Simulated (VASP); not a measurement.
# GaP (F-43m) in VASP: a series of runs

Runs on GaP. Level: HSE06. Tasks: single point.

All numbers are computed with VASP 6.6.1; they aren't measurements. Logs are shortened: lines on timing, memory, paths and dates and some standing lists are left out, and cuts for length are marked.

## (1) The crystal as given

It takes space group F-43m (No. 216, cubic). Conventional cell: a = 5.451 Å, b = 5.451 Å, c = 5.451 Å, α = 90.00°, β = 90.00°, γ = 90.00°. Ga (site symmetry -43m) has 4 P at 2.36 Å as nearest neighbours. P (site symmetry -43m) has 4 Ga at 2.36 Å as nearest neighbours.

## (2) Single point, HSE06

Contents of POSCAR:

```
GaP
1.0
    0.0000000000      2.7252500000      2.7252500000
    2.7252500000      0.0000000000      2.7252500000
    2.7252500000      2.7252500000      0.0000000000
Ga P
1 1
Direct
    0.0000000000      0.0000000000      0.0000000000
    0.7500000000      0.7500000000      0.7500000000
```

Contents of INCAR.step1:

```
SYSTEM = GaP
  PREC = Accurate
  ENCUT = 350
  EDIFF = 1E-5
  ISMEAR = 0
  SIGMA = 0.01
  LREAL = .FALSE.
  LASPH = .TRUE.
  NELM = 100
  ALGO = Normal
  ISIF = 2
  LWAVE = .TRUE.
  NBANDS = 17
  NKRED = 1
  GGA = PE
```

Contents of INCAR.step2:

```
SYSTEM = GaP
  PREC = Accurate
  ENCUT = 350
  EDIFF = 1E-6
  ISMEAR = 0
  SIGMA = 0.01
  LREAL = .FALSE.
  LASPH = .TRUE.
  NELM = 100
  ALGO = Normal
  ISIF = 2
  LWAVE = .FALSE.
  LCHARG = .FALSE.
  GGA = PE
  LHFCALC = .TRUE.
  HFSCREEN = 0.2
  PRECFOCK = Low
  NBANDS = 17
  NKRED = 1
  ISTART = 1
```

Contents of KPOINTS:

```
regular mesh
0
G
  4 4 4
  0 0 0
```

Potentials or basis: VASP PAW PBE potentials, release 64 (Ga_d, P).

Run with:

```bash
$ cat potpaw_PBE.64/Ga_d/POTCAR potpaw_PBE.64/P/POTCAR > POTCAR
$ cp INCAR.step1 INCAR
$ mpirun -np 1 vasp_std > vasp.out
$ cp INCAR.step2 INCAR
$ mpirun -np 1 vasp_std > vasp.out
```

OUTCAR:

```text
SYSTEM = GaP
   PREC = Accurate
   ENCUT = 350
   EDIFF = 1E-6
   ISMEAR = 0
   LREAL = .FALSE.
   LASPH = .TRUE.
   NELM = 100
   ISIF = 2
   GGA = PE
   LHFCALC = .TRUE.
   HFSCREEN = 0.2
   PRECFOCK = Low
   NKRED = 1
   ISTART = 1

 Found      8 irreducible k-points:

 Following reciprocal coordinates:
            Coordinates               Weight
  0.000000  0.000000  0.000000      1.000000
  0.250000  0.000000  0.000000      8.000000
  0.500000  0.000000  0.000000      4.000000
  0.250000  0.250000  0.000000      6.000000
  0.500000  0.250000  0.000000     24.000000
 -0.250000  0.250000  0.000000     12.000000
   k-points           NKPTS =      8   k-points in BZ     NKDIM =     64   number of bands    NBANDS=     17
   number of dos      NEDOS =    301   number of ions     NIONS =      2
   total plane-waves  NPLWV =  13824
   dimension x,y,z NGX =    24 NGY =   24 NGZ =   24
   dimension x,y,z NGXF=    48 NGYF=   48 NGZF=   48
   ions per type =               1   1
   NGX,Y,Z   is equivalent  to a cutoff of  10.35, 10.35, 10.35 a.u.
   NGXF,Y,Z  is equivalent  to a cutoff of  20.70, 20.70, 20.70 a.u.
 SYSTEM =  GaP
   PREC   = accura    normal or accurate (medium, high low for compatibility)
   ISTART =      1    job   : 0-new  1-cont  2-samecut
   ICHARG =      0    charge: 1-file 2-atom 10-const
   ISPIN  =      1    spin polarized calculation?
   LNONCOLLINEAR =      F non collinear calculations
   LSORBIT =      F    spin-orbit coupling
   LASPH  =      T    aspherical Exc in radial PAW
   ENCUT  =  350.0 eV  25.72 Ry    5.07 a.u.   5.88  5.88  5.88*2*pi/ulx,y,z
   NELM   =    100;   NELMIN=  2; NELMDL=  0     # of ELM steps
   EDIFF  = 0.1E-05   stopping-criterion for ELM
   LREAL  =      F    real-space projection
   EDIFFG = 0.1E-04   stopping-criterion for IOM
   NSW    =      0    number of steps for IOM
   IBRION =     -1    ionic relax: 0-MD 1-quasi-New 2-CG
   NFREE  =      0    steps in history (QN), initial steepest desc. (CG)
   ISIF   =      2    stress and relaxation
   ISYM   =      3    0-nonsym 1-usesym 2-fastsym
   POTIM  = 0.5000    time-step for ionic-motion
   TEBEG  =    0.0;   TEEND  =   0.0 temperature during run
   PSTRESS=    0.0 pullay stress
   NELECT =      18.0000    total number of electrons
   NUPDOWN=      -1.0000    fix difference up-down
   EMIN   =  10.00;   EMAX   =-10.00  energy-range for DOS
   EFERMI =   0.00;   METHOD = LEGACY
   ISMEAR =     0;   SIGMA  =   0.01  broadening in eV -4-tet -1-fermi 0-gaus
   EFERMI_NEDOS =   21; number of points for ismear=-14 and -15
   IALGO  =     38    algorithm
   IMIX   =      1    mixing-type and parameters
     AMIX     =   0.40;   BMIX     =  1.00
     AMIX_MAG =   1.60;   BMIX_MAG =  1.00
  volume/ion in A,a.u.               =      20.24       136.59
  Fermi-wavevector in a.u.,A,eV,Ry     =   1.249538  2.361284 21.243377  1.561344
  Thomas-Fermi vector in A             =   2.383574
   LORBIT       =      0    0 simple, 1 ext, 2 COOP (PROOUT), +10 PAW based schemes
   GGA     = PE    functional components
   LHFCALC =     T    Hartree Fock is set to
   PRECFOCK=low       Normal, Fast or Accurate (Low or Medium for compatibility)
   ENCUT4O =  -1.0   cutoff for four orbital integrals eV
   NKREDX  =     1    reduce k-point grid by
   NKREDY  =     1    reduce k-point grid by
   NKREDZ  =     1    reduce k-point grid by
   AEXX    =    0.2500 exact exchange contribution
   HFSCREEN=    0.2000 screening length (either q_TF or 0.3 A-1)
   HFSCREENC=   0.2000 screening length for correlation (either q_TF or 0.3 A-1)
   ENCUTFOCK=  -1.0 apply spherical cutoff to Coloumb kernel
   IVDW    =     0    specifies the selected vdW correction
   LEPSILON=     F    determine dielectric tensor
   LRPA    =     F    only Hartree local field effects (RPA)
 non-spin polarized calculation
 Gauss-broadening in eV      SIGMA  =   0.01
  energy-cutoff  :      350.00
  volume of cell :       40.48
 maximum number of plane-waves:       620
  NGX = 14; NGY = 14; NGZ = 14

 number of electron      17.9999982 magnetization

 Free energy of the ion-electron system (eV)
  ---------------------------------------------------
  ext. energy  EPLUGINS =         0.00000000
  ---------------------------------------------------
  free energy    TOTEN  =       -10.68969891 eV

  energy without entropy =      -10.68969891  energy(sigma->0) =      -10.68969891

 E-fermi :   4.3255     XC(G=0):  -8.1280

 val. band max:        4.2182434310   @ k =   0.0000   0.0000   0.0000
 cond. band min:       6.5456062836   @ k =   0.5000   0.5000   0.0000
 fundamental gap:      2.3273628525
 Fermi energy:         4.3254838045

 k-point     1 :       0.0000    0.0000    0.0000
  band No.  band energies     occupation
      1     -12.8435      2.00000
      2     -12.8435      2.00000
      3     -12.8431      2.00000
      4     -12.7441      2.00000
      5     -12.7441      2.00000
      6      -9.5486      2.00000
[... 9 lines left out ...]
     16      15.1497      0.00000
     17      17.7886      0.00000

 k-point     2 :       0.2500    0.0000    0.0000
  band No.  band energies     occupation
      1     -12.8723      2.00000
      2     -12.8297      2.00000
      3     -12.8294      2.00000
      4     -12.7432      2.00000
      5     -12.7431      2.00000
      6      -8.7139      2.00000
[... 9 lines left out ...]
     16      15.1935      0.00000
     17      18.5709      0.00000

 k-point     3 :       0.5000    0.0000    0.0000
  band No.  band energies     occupation
      1     -12.8999      2.00000
      2     -12.8198      2.00000
      3     -12.8196      2.00000
      4     -12.7384      2.00000
      5     -12.7383      2.00000
      6      -7.3177      2.00000
[... 9 lines left out ...]
     16      17.2484      0.00000
     17      19.1658      0.00000

 k-point     4 :       0.2500    0.2500    0.0000
  band No.  band energies     occupation
      1     -12.8932      2.00000
      2     -12.8143      2.00000
      3     -12.8140      2.00000
      4     -12.7577      2.00000
      5     -12.7345      2.00000
      6      -8.4278      2.00000
[... 9 lines left out ...]
     16      18.2070      0.00000
     17      20.0730      0.00000

 k-point     5 :       0.5000    0.2500    0.0000
  band No.  band energies     occupation
      1     -12.9119      2.00000
      2     -12.8068      2.00000
      3     -12.8004      2.00000
      4     -12.7571      2.00000
      5     -12.7332      2.00000
      6      -6.9622      2.00000
[... 9 lines left out ...]
     16      18.9158      0.00000
     17      19.1597      0.00000

 k-point     6 :      -0.2500    0.2500    0.0000
  band No.  band energies     occupation
      1     -12.8969      2.00000
      2     -12.8159      2.00000
      3     -12.8126      2.00000
      4     -12.7453      2.00000
      5     -12.7428      2.00000
      6      -7.5152      2.00000
[... 9 lines left out ...]
     16      18.9723      0.00000
     17      19.1007      0.00000

 [... further k-points ...]
[... 5 lines left out ...]
  --------------------------------------------------------------------------------------
  -------------------------------------------------------------------------------------
  Total        0.2260600      0.2260600      0.2260600      0.0000000      0.0000000      0.0000000
  in kB        8.9471602      8.9471602      8.9471602      0.0000000      0.0000000      0.0000000
  external PRESSURE =       8.9471602 kB  Pullay stress =       0.0000000 kB

 VOLUME and BASIS-vectors are now :
 -----------------------------------------------------------------------------
  energy-cutoff  :      350.00
  volume of cell :       40.48
      direct lattice vectors                 reciprocal lattice vectors
     0.000000000  2.725250000  2.725250000    -0.183469406  0.183469406  0.183469406
     2.725250000  0.000000000  2.725250000     0.183469406 -0.183469406  0.183469406
     2.725250000  2.725250000  0.000000000     0.183469406  0.183469406 -0.183469406

 POSITION                                       TOTAL-FORCE (eV/Angst)
 -----------------------------------------------------------------------------------
      0.00000      0.00000      0.00000        -0.000000     -0.000000     -0.000000
      4.08788      4.08788      4.08788         0.000000      0.000000      0.000000
 -----------------------------------------------------------------------------------
    total drift:                               -0.000058     -0.000054     -0.000031

  FREE ENERGIE OF THE ION-ELECTRON SYSTEM (eV)
  ---------------------------------------------------
  free  energy   TOTEN  =       -10.6896989083 eV

  energy  without entropy=      -10.6896989083  energy(sigma->0) =      -10.68969891
```

OUTCAR.step1:

```text
SYSTEM = GaP
   PREC = Accurate
   ENCUT = 350
   EDIFF = 1E-5
   ISMEAR = 0
   LREAL = .FALSE.
   LASPH = .TRUE.
[... 232 lines left out ...]
      0.00000      0.00000      0.00000         0.000000      0.000000      0.000000
      4.08788      4.08788      4.08788        -0.000000     -0.000000     -0.000000
 -----------------------------------------------------------------------------------
    total drift:                               -0.000004     -0.000004     -0.000005

  FREE ENERGIE OF THE ION-ELECTRON SYSTEM (eV)
  ---------------------------------------------------
  free  energy   TOTEN  =        -8.9754889796 eV

  energy  without entropy=       -8.9754889796  energy(sigma->0) =       -8.97548898
```

OSZICAR.step1:

```text
N       E                     dE             d eps       ncg     rms          rms(c)
DAV:   1     0.708240006776E+02    0.70824E+02   -0.72208E+03   280   0.123E+03
DAV:   2    -0.391000808346E+01   -0.74734E+02   -0.70537E+02   328   0.244E+02
DAV:   3    -0.918826974877E+01   -0.52783E+01   -0.52571E+01   319   0.570E+01
DAV:   4    -0.927097847934E+01   -0.82709E-01   -0.82655E-01   344   0.740E+00
DAV:   5    -0.927262095399E+01   -0.16425E-02   -0.16422E-02   334   0.921E-01    0.428E+00
DAV:   6    -0.900393948401E+01    0.26868E+00   -0.36966E-01   414   0.100E+01    0.288E+00
DAV:   7    -0.897378552675E+01    0.30154E-01   -0.10168E-01   351   0.198E+00    0.115E+00
DAV:   8    -0.897474300858E+01   -0.95748E-03   -0.14868E-02   317   0.136E+00    0.224E-01
DAV:   9    -0.897530310081E+01   -0.56009E-03   -0.14483E-03   304   0.480E-01    0.776E-02
DAV:  10    -0.897540201064E+01   -0.98910E-04   -0.12503E-04   364   0.122E-01    0.388E-02
DAV:  11    -0.897548934154E+01   -0.87331E-04   -0.11240E-04   287   0.813E-02    0.538E-03
DAV:  12    -0.897548897956E+01    0.36198E-06   -0.25736E-06   268   0.185E-02
   1 F= -.89754890E+01 E0= -.89754890E+01  d E =-.113710E-44
```

Run time: 37 s. Hardware: 1 thread of Intel Xeon 6975P-C (Granite Rapids), shared host; peak memory 0.24 GiB.

The run converged, but some of its settings lie outside the range that counts as converged, so its numbers aren't taken as properties of the crystal.

What came out:

| Quantity | Value |
| --- | --- |
| Free energy | -10.6897 eV |
| Pressure | 0.9 GPa |
| Band gap on the k mesh | 2.33 eV, indirect (least direct gap 2.86 eV) |

Caveat: the k mesh is coarse (spacing up to 0.50 Å⁻¹), so the values aren't converged, least of all with exact exchange; the cutoff is under 1.25 times the usual one of these potentials, so pressure, stress and relaxed cells hold a basis-set (Pulay) error; the PAW data sets were made with another functional, which shifts forces and pressure a little.

## (3) Single point, HSE06

POSCAR is that of step 2.

INCAR.step1 is that of step 2.

INCAR.step2: that of step 2 with these lines changed.

```diff
@@ -16,3 +16,3 @@
   HFSCREEN = 0.2
-  PRECFOCK = Low
+  PRECFOCK = Accurate
   NBANDS = 17
```

KPOINTS is that of step 2.

Potentials or basis: VASP PAW PBE potentials, release 64 (Ga_d, P).

Run with:

```bash
$ cat potpaw_PBE.64/Ga_d/POTCAR potpaw_PBE.64/P/POTCAR > POTCAR
$ cp INCAR.step1 INCAR
$ mpirun -np 1 vasp_std > vasp.out
$ cp INCAR.step2 INCAR
$ mpirun -np 1 vasp_std > vasp.out
```

Wall time 4.3 min (1 thread of Intel Xeon 6975P-C (Granite Rapids), shared host); peak memory 0.25 GiB.

The run converged, but some of its settings lie outside the range that counts as converged, so its numbers aren't taken as properties of the crystal.

Results:

* Free energy: -10.6939 eV
* Pressure: 0.8 GPa
* Band gap on the k mesh: 2.33 eV, indirect (least direct gap 2.86 eV)

Caveat: the k mesh is coarse (spacing up to 0.50 Å⁻¹), so the values aren't converged, least of all with exact exchange; the cutoff is under 1.25 times the usual one of these potentials, so pressure, stress and relaxed cells hold a basis-set (Pulay) error; the PAW data sets were made with another functional, which shifts forces and pressure a little.

## (4) Single point, HSE06

POSCAR is that of step 3.

INCAR.step1: that of step 3 with these lines changed.

```diff
@@ -2,3 +2,3 @@
   PREC = Accurate
-  ENCUT = 350
+  ENCUT = 500
   EDIFF = 1E-5
```

INCAR.step2: that of step 3 with these lines changed.

```diff
@@ -2,3 +2,3 @@
   PREC = Accurate
-  ENCUT = 350
+  ENCUT = 500
   EDIFF = 1E-6
@@ -16,3 +16,3 @@
   HFSCREEN = 0.2
-  PRECFOCK = Accurate
+  PRECFOCK = Fast
   NBANDS = 17
```

KPOINTS is that of step 3.

Run with:

```bash
$ cat potpaw_PBE.64/Ga_d/POTCAR potpaw_PBE.64/P/POTCAR > POTCAR
$ cp INCAR.step1 INCAR
$ mpirun -np 1 vasp_std > vasp.out
$ cp INCAR.step2 INCAR
$ mpirun -np 1 vasp_std > vasp.out
```

Run time: 65 s. Hardware: 1 thread of Intel Xeon 6975P-C (Granite Rapids), shared host; peak memory 0.25 GiB.

These settings aren't checked as converged: the numbers below hold their error.

Results:

* Free energy: -10.6983 eV
* Pressure: 1.0 GPa
* Band gap on the k mesh: 2.33 eV, indirect (least direct gap 2.86 eV)

Caveat: the k mesh is coarse (spacing up to 0.50 Å⁻¹), so the values aren't converged, least of all with exact exchange; the PAW data sets were made with another functional, which shifts forces and pressure a little.
